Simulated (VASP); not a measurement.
# I (Im-3m) in VASP: further runs

One crystal, I, is run at these levels: PBE; tasks: single point.

Everything below comes from runs of VASP 6.6.1. Logs are shortened: lines on timing, memory, paths and dates and some standing lists are left out, and cuts for length are marked.

### Step 1. Starting point

The structure is cubic, space group Im-3m (No. 229). The conventional cell has a = 4.179 Å, b = 4.179 Å, c = 4.179 Å, α = 90.00°, β = 90.00°, γ = 90.00°. Around I (site symmetry m-3m) lie 8 I at 3.62 Å.

The real solid is made of molecules; this cell is a model form.

### Step 2. Single point, PBE

File INCAR:

```
SYSTEM = I
PREC = Accurate
ENCUT = 650
EDIFF = 1E-6
ISMEAR = 0
SIGMA = 0.05
LREAL = .FALSE.
LASPH = .TRUE.
NELM = 100
ALGO = Normal
ISIF = 2
LWAVE = .FALSE.
LCHARG = .FALSE.
GGA = PE
NBANDS = 10
ADDGRID = .FALSE.
```

File KPOINTS:

```
Automatic mesh
0
G
  4 4 4
  0 0 0
```

File POSCAR:

```
I
1.0
   -2.1240960000      2.1667550000      2.1089740000
    2.1114880000     -2.1329730000      2.0625830000
    2.0399160000      2.0487930000     -2.0751920000
I
1
Direct
    0.0126280000     -0.0160290000     -0.0040210000
```

Potentials or basis: VASP PAW PBE potentials, release 64 (I).

Started as:

```
> cat potpaw_PBE.64/I/POTCAR > POTCAR
> mpirun -np 1 vasp_std > vasp.out
```

OUTCAR:

```text
SYSTEM = I
   PREC = Accurate
   ENCUT = 650
   EDIFF = 1E-6
   ISMEAR = 0
   LREAL = .FALSE.
   LASPH = .TRUE.
   NELM = 100
   ISIF = 2
   GGA = PE

 Found     36 irreducible k-points:

 Following reciprocal coordinates:
            Coordinates               Weight
  0.000000  0.000000  0.000000      1.000000
  0.250000  0.000000 -0.000000      2.000000
  0.500000  0.000000 -0.000000      1.000000
 -0.000000  0.250000 -0.000000      2.000000
  0.250000  0.250000 -0.000000      2.000000
  0.500000  0.250000 -0.000000      2.000000
   k-points           NKPTS =     36   k-points in BZ     NKDIM =     36   number of bands    NBANDS=     10
   number of dos      NEDOS =    301   number of ions     NIONS =      1
   total plane-waves  NPLWV =  28800
   dimension x,y,z NGX =    32 NGY =   30 NGZ =   30
   dimension x,y,z NGXF=    64 NGYF=   60 NGZF=   60
   ions per type =               1
   NGX,Y,Z   is equivalent  to a cutoff of  14.40, 13.70, 14.01 a.u.
   NGXF,Y,Z  is equivalent  to a cutoff of  28.79, 27.39, 28.03 a.u.
 SYSTEM =  I
   PREC   = accura    normal or accurate (medium, high low for compatibility)
   ISTART =      0    job   : 0-new  1-cont  2-samecut
   ICHARG =      2    charge: 1-file 2-atom 10-const
   ISPIN  =      1    spin polarized calculation?
   LNONCOLLINEAR =      F non collinear calculations
   LSORBIT =      F    spin-orbit coupling
   LASPH  =      T    aspherical Exc in radial PAW
   ENCUT  =  650.0 eV  47.77 Ry    6.91 a.u.   7.68  7.57  7.40*2*pi/ulx,y,z
   NELM   =    100;   NELMIN=  2; NELMDL= -5     # of ELM steps
   EDIFF  = 0.1E-05   stopping-criterion for ELM
   LREAL  =      F    real-space projection
   EDIFFG = 0.1E-04   stopping-criterion for IOM
   NSW    =      0    number of steps for IOM
   IBRION =     -1    ionic relax: 0-MD 1-quasi-New 2-CG
   NFREE  =      0    steps in history (QN), initial steepest desc. (CG)
   ISIF   =      2    stress and relaxation
   ISYM   =      2    0-nonsym 1-usesym 2-fastsym
   POTIM  = 0.5000    time-step for ionic-motion
   TEBEG  =    0.0;   TEEND  =   0.0 temperature during run
   PSTRESS=    0.0 pullay stress
   NELECT =       7.0000    total number of electrons
   NUPDOWN=      -1.0000    fix difference up-down
   EMIN   =  10.00;   EMAX   =-10.00  energy-range for DOS
   EFERMI =   0.00;   METHOD = LEGACY
   ISMEAR =     0;   SIGMA  =   0.05  broadening in eV -4-tet -1-fermi 0-gaus
   EFERMI_NEDOS =   21; number of points for ismear=-14 and -15
   IALGO  =     38    algorithm
   IMIX   =      4    mixing-type and parameters
     AMIX     =   0.40;   BMIX     =  1.00
     AMIX_MAG =   1.60;   BMIX_MAG =  1.00
  volume/ion in A,a.u.               =      36.48       246.21
  Fermi-wavevector in a.u.,A,eV,Ry     =   0.944215  1.784308 12.130170  0.891542
  Thomas-Fermi vector in A             =   2.071998
   LORBIT       =      0    0 simple, 1 ext, 2 COOP (PROOUT), +10 PAW based schemes
   GGA     = PE    functional components
   LHFCALC =     F    Hartree Fock is set to
   AEXX    =    0.0000 exact exchange contribution
   IVDW    =     0    specifies the selected vdW correction
   LEPSILON=     F    determine dielectric tensor
   LRPA    =     F    only Hartree local field effects (RPA)
 non-spin polarized calculation
 Gauss-broadening in eV      SIGMA  =   0.05
  energy-cutoff  :      650.00
  volume of cell :       36.48
 maximum number of plane-waves:      1399
 NGX is ok and might be reduce to    32

 number of electron       7.0000000 magnetization

 Free energy of the ion-electron system (eV)
  ---------------------------------------------------
  ext. energy  EPLUGINS =         0.00000000
  ---------------------------------------------------
  free energy    TOTEN  =        -1.17970480 eV

  energy without entropy =       -1.17746588  energy(sigma->0) =       -1.17858534

 E-fermi :   4.1643     XC(G=0):  -8.9142

 val. band max:        4.1561137787   @ k =   0.5000   0.2500   0.2500
 cond. band min:       4.2187387366   @ k =   0.2500   0.5000   0.2500
 fundamental gap:      0.0626249579
 Fermi energy:         4.1643164439

 k-point     1 :       0.0000    0.0000    0.0000
  band No.  band energies     occupation
      1      -9.1923      2.00000
      2       4.7631      0.00000
      3       4.9012      0.00000
      4       4.9886      0.00000
      5      10.9258      0.00000
      6      13.5766      0.00000
      7      13.7613      0.00000
      8      14.2023      0.00000
      9      16.0656      0.00000
     10      16.2785      0.00000

 k-point     2 :       0.2500    0.0000   -0.0000
  band No.  band energies     occupation
      1      -8.6220      2.00000
      2       1.9516      2.00000
      3       4.0611      1.99648
      4       4.8014      0.00000
      5      11.1267      0.00000
      6      12.2413      0.00000
      7      14.5377      0.00000
      8      15.5330      0.00000
      9      16.2857      0.00000
     10      16.6899      0.00000

 k-point     3 :       0.5000    0.0000   -0.0000
  band No.  band energies     occupation
      1      -7.8771      2.00000
      2      -0.2117      2.00000
      3       3.4277      2.00000
      4       4.6551      0.00000
      5       9.9800      0.00000
      6      11.4039      0.00000
      7      16.9366      0.00000
      8      17.2662      0.00000
      9      17.6186      0.00000
     10      18.1925      0.00000

 k-point     4 :      -0.0000    0.2500   -0.0000
  band No.  band energies     occupation
      1      -8.5887      2.00000
      2       2.0134      2.00000
      3       3.9228      2.00000
      4       4.7343      0.00000
      5      11.0426      0.00000
      6      12.1247      0.00000
      7      14.5890      0.00000
      8      15.4027      0.00000
      9      16.4196      0.00000
     10      16.5792      0.00000

 k-point     5 :       0.2500    0.2500   -0.0000
  band No.  band energies     occupation
      1      -7.8529      2.00000
      2       0.4479      2.00000
      3       2.2831      2.00000
      4       4.2809      0.00097
      5      11.3199      0.00000
      6      12.5711      0.00000
      7      14.8543      0.00000
      8      15.9948      0.00000
      9      17.8366      0.00000
     10      19.3559      0.00000

 k-point     6 :       0.5000    0.2500   -0.0000
  band No.  band energies     occupation
      1      -7.9381      2.00000
      2       0.7159      2.00000
      3       2.1243      2.00000
      4       4.2617      0.00590
      5      11.3960      0.00000
      6      12.9185      0.00000
      7      15.0036      0.00000
      8      16.0943      0.00000
      9      17.9379      0.00000
     10      19.6079      0.00000

 [... further k-points ...]

------------------------ aborting loop because EDIFF is reached ----------------------------------------

  FORCE on cell =-STRESS in cart. coord.  units (eV):
  Direction    XX          YY          ZZ          XY          YZ          ZX
  --------------------------------------------------------------------------------------
  -------------------------------------------------------------------------------------
  Total       -0.2237832     -0.2700396     -0.1625698     -1.3523868      0.2588155      0.1344187
  in kB       -9.8271707    -11.8584650     -7.1390567    -59.3884396     11.3655703      5.9028356
  external PRESSURE =      -9.6082308 kB  Pullay stress =       0.0000000 kB

 VOLUME and BASIS-vectors are now :
 -----------------------------------------------------------------------------
  energy-cutoff  :      650.00
  volume of cell :       36.48
      direct lattice vectors                 reciprocal lattice vectors
    -2.124096000  2.166755000  2.108974000     0.005496097  0.235420953  0.237828778
     2.111488000 -2.132973000  2.062583000     0.241671392  0.002899229  0.240425590
     2.039916000  2.048793000 -2.075192000     0.245788549  0.242134979 -0.001217987

 POSITION                                       TOTAL-FORCE (eV/Angst)
 -----------------------------------------------------------------------------------
      4.08253     -0.03087     -0.01069         0.000000      0.000000     -0.000000
 -----------------------------------------------------------------------------------
    total drift:                               -0.000000     -0.000000     -0.000000

  FREE ENERGIE OF THE ION-ELECTRON SYSTEM (eV)
  ---------------------------------------------------
  free  energy   TOTEN  =        -1.1797047985 eV

  energy  without entropy=       -1.1774658828  energy(sigma->0) =       -1.17858534
```

It took 8 s on 1 thread of Intel Xeon Platinum 8488C (Sapphire Rapids), shared host; peak memory 0.18 GiB.

These settings aren't checked as converged: the numbers below hold their error.

Results:

```yaml
Free_energy: -1.1797 eV
Pressure: -1.0 GPa
Band_gap_on_the_k_mesh: none (metal or under the smearing width)
```

Caveat: the k mesh is coarse (spacing up to 0.54 Å⁻¹), so the values aren't converged; an odd number of electrons without spin polarisation forces a metal; a magnetic or distorted state may lie lower.

### Step 3. Single point, PBE

This run uses another cell than the first one, of the same volume but with other edges.

INCAR, as its differences from that of step 2:

```diff
@@ -2,3 +2,3 @@
 PREC = Accurate
-ENCUT = 650
+ENCUT = 220
 EDIFF = 1E-6
```

File KPOINTS:

```
Automatic mesh
0
G
  7 7 7
  0 0 0
```

File POSCAR:

```
I
1.0
   -2.0893754423      2.0893754423      2.0893754423
    2.0893754423     -2.0893754423      2.0893754423
    2.0893754423      2.0893754423     -2.0893754423
I
1
Direct
    0.0000000000      0.0000000000      0.0000000000
```

Potentials or basis: VASP PAW PBE potentials, release 64 (I).

Started as:

```
> cat potpaw_PBE.64/I/POTCAR > POTCAR
> mpirun -np 1 vasp_std > vasp.out
```

OUTCAR:

```text
SYSTEM = I
   PREC = Accurate
   ENCUT = 220
   EDIFF = 1E-6
   ISMEAR = 0
   LREAL = .FALSE.
   LASPH = .TRUE.
   NELM = 100
   ISIF = 2
   GGA = PE

 Found     20 irreducible k-points:

 Following reciprocal coordinates:
            Coordinates               Weight
  0.000000  0.000000  0.000000      1.000000
  0.142857  0.000000  0.000000     12.000000
  0.285714  0.000000  0.000000     12.000000
  0.428571  0.000000  0.000000     12.000000
  0.142857  0.142857  0.000000     24.000000
  0.285714  0.142857 -0.000000     48.000000
   k-points           NKPTS =     20   k-points in BZ     NKDIM =     20   number of bands    NBANDS=     10
   number of dos      NEDOS =    301   number of ions     NIONS =      1
   total plane-waves  NPLWV =   5832
   dimension x,y,z NGX =    18 NGY =   18 NGZ =   18
   dimension x,y,z NGXF=    36 NGYF=   36 NGZF=   36
   ions per type =               1
   NGX,Y,Z   is equivalent  to a cutoff of   8.27,  8.27,  8.27 a.u.
   NGXF,Y,Z  is equivalent  to a cutoff of  16.54, 16.54, 16.54 a.u.
 SYSTEM =  I
   PREC   = accura    normal or accurate (medium, high low for compatibility)
   ISTART =      0    job   : 0-new  1-cont  2-samecut
   ICHARG =      2    charge: 1-file 2-atom 10-const
   ISPIN  =      1    spin polarized calculation?
   LNONCOLLINEAR =      F non collinear calculations
   LSORBIT =      F    spin-orbit coupling
   LASPH  =      T    aspherical Exc in radial PAW
   ENCUT  =  220.0 eV  16.17 Ry    4.02 a.u.   4.38  4.38  4.38*2*pi/ulx,y,z
   NELM   =    100;   NELMIN=  2; NELMDL= -5     # of ELM steps
   EDIFF  = 0.1E-05   stopping-criterion for ELM
   LREAL  =      F    real-space projection
   EDIFFG = 0.1E-04   stopping-criterion for IOM
   NSW    =      0    number of steps for IOM
   IBRION =     -1    ionic relax: 0-MD 1-quasi-New 2-CG
   NFREE  =      0    steps in history (QN), initial steepest desc. (CG)
   ISIF   =      2    stress and relaxation
   ISYM   =      2    0-nonsym 1-usesym 2-fastsym
   POTIM  = 0.5000    time-step for ionic-motion
   TEBEG  =    0.0;   TEEND  =   0.0 temperature during run
   PSTRESS=    0.0 pullay stress
   NELECT =       7.0000    total number of electrons
   NUPDOWN=      -1.0000    fix difference up-down
   EMIN   =  10.00;   EMAX   =-10.00  energy-range for DOS
   EFERMI =   0.00;   METHOD = LEGACY
   ISMEAR =     0;   SIGMA  =   0.05  broadening in eV -4-tet -1-fermi 0-gaus
   EFERMI_NEDOS =   21; number of points for ismear=-14 and -15
   IALGO  =     38    algorithm
   IMIX   =      4    mixing-type and parameters
     AMIX     =   0.40;   BMIX     =  1.00
     AMIX_MAG =   1.60;   BMIX_MAG =  1.00
  volume/ion in A,a.u.               =      36.48       246.21
  Fermi-wavevector in a.u.,A,eV,Ry     =   0.944215  1.784308 12.130172  0.891543
  Thomas-Fermi vector in A             =   2.071998
   LORBIT       =      0    0 simple, 1 ext, 2 COOP (PROOUT), +10 PAW based schemes
   GGA     = PE    functional components
   LHFCALC =     F    Hartree Fock is set to
   AEXX    =    0.0000 exact exchange contribution
   IVDW    =     0    specifies the selected vdW correction
   LEPSILON=     F    determine dielectric tensor
   LRPA    =     F    only Hartree local field effects (RPA)
 non-spin polarized calculation
 Gauss-broadening in eV      SIGMA  =   0.05
  energy-cutoff  :      220.00
  volume of cell :       36.48
 maximum number of plane-waves:       278
 NGX is ok and might be reduce to    18

 number of electron       6.9999996 magnetization

 Free energy of the ion-electron system (eV)
  ---------------------------------------------------
  ext. energy  EPLUGINS =         0.00000000
  ---------------------------------------------------
  free energy    TOTEN  =        -1.05736901 eV

  energy without entropy =       -1.05535762  energy(sigma->0) =       -1.05636331

 E-fermi :   4.0362     XC(G=0):  -8.9199

 val. band max:        3.9267079768   @ k =   0.1429   0.1429   0.0000
 cond. band min:       4.0381210365   @ k =   0.2857   0.2857   0.0000
 fundamental gap:      0.1114130598
 Fermi energy:         4.0362195717

 k-point     1 :       0.0000    0.0000    0.0000
  band No.  band energies     occupation
      1      -9.1847      2.00000
      2       4.8893      0.00000
      3       4.8893      0.00000
      4       4.8893      0.00000
      5      10.9366      0.00000
      6      13.8771      0.00000
      7      13.8771      0.00000
      8      13.8771      0.00000
      9      16.1204      0.00000
     10      16.1204      0.00000
[... 53 lines left out ...]
 k-point     6 :       0.2857    0.1429   -0.0000
  band No.  band energies     occupation
      1      -8.0427      2.00000
      2       0.6802      2.00000
      3       3.0189      2.00000
      4       4.2884      0.00000
      5      10.9820      0.00000
      6      12.1759      0.00000
      7      14.6423      0.00000
      8      16.3757      0.00000
      9      18.0219      0.00000
     10      18.7510      0.00000

 [... further k-points ...]

------------------------ aborting loop because EDIFF is reached ----------------------------------------

  FORCE on cell =-STRESS in cart. coord.  units (eV):
  Direction    XX          YY          ZZ          XY          YZ          ZX
  --------------------------------------------------------------------------------------
  -------------------------------------------------------------------------------------
  Total       -0.0856485     -0.0856485     -0.0856485      0.0000000     -0.0000000      0.0000000
  in kB       -3.7611523     -3.7611523     -3.7611523      0.0000000     -0.0000000      0.0000000
  external PRESSURE =      -3.7611523 kB  Pullay stress =       0.0000000 kB

 VOLUME and BASIS-vectors are now :
 -----------------------------------------------------------------------------
  energy-cutoff  :      220.00
  volume of cell :       36.48
      direct lattice vectors                 reciprocal lattice vectors
    -2.089375442  2.089375442  2.089375442     0.000000000  0.239305962  0.239305962
     2.089375442 -2.089375442  2.089375442     0.239305962  0.000000000  0.239305962
     2.089375442  2.089375442 -2.089375442     0.239305962  0.239305962  0.000000000

 POSITION                                       TOTAL-FORCE (eV/Angst)
 -----------------------------------------------------------------------------------
      0.00000      0.00000      0.00000        -0.000000      0.000000      0.000000
 -----------------------------------------------------------------------------------
    total drift:                                0.000000     -0.000000      0.000000

  FREE ENERGIE OF THE ION-ELECTRON SYSTEM (eV)
  ---------------------------------------------------
  free  energy   TOTEN  =        -1.0573690114 eV

  energy  without entropy=       -1.0553576160  energy(sigma->0) =       -1.05636331
```

OSZICAR:

```text
N       E                     dE             d eps       ncg     rms          rms(c)
DAV:   1     0.983810113823E+01    0.98381E+01   -0.14343E+03   434   0.236E+02
DAV:   2    -0.793671738734E+00   -0.10632E+02   -0.10473E+02   556   0.567E+01
DAV:   3    -0.105441543526E+01   -0.26074E+00   -0.26056E+00   478   0.830E+00
DAV:   4    -0.105606552826E+01   -0.16501E-02   -0.16501E-02   458   0.857E-01
DAV:   5    -0.105608062484E+01   -0.15097E-04   -0.15097E-04   528   0.729E-02    0.357E+00
DAV:   6    -0.105650262070E+01   -0.42200E-03   -0.16776E-03   446   0.206E-01    0.217E+00
DAV:   7    -0.105735875858E+01   -0.85614E-03   -0.32367E-03   442   0.300E-01    0.106E-01
DAV:   8    -0.105736809993E+01   -0.93413E-05   -0.13370E-04   446   0.554E-02    0.160E-02
DAV:   9    -0.105736941026E+01   -0.13103E-05   -0.31233E-06   504   0.108E-02    0.555E-03
DAV:  10    -0.105736901137E+01    0.39889E-06   -0.10107E-06   280   0.424E-03
   1 F= -.10573690E+01 E0= -.10563633E+01  d E =-.201140E-02
```

Run time: 2.3 s. Hardware: 1 thread of Intel Xeon Platinum 8488C (Sapphire Rapids), shared host; peak memory 0.11 GiB.

These settings aren't checked as converged: the numbers below hold their error.

What came out:

| Property | Result |
| --- | --- |
| Free energy | -1.0574 eV |
| Pressure | -0.4 GPa |
| Band gap on the k mesh | none (metal or under the smearing width) |

Caveat: an odd number of electrons without spin polarisation forces a metal; a magnetic or distorted state may lie lower.
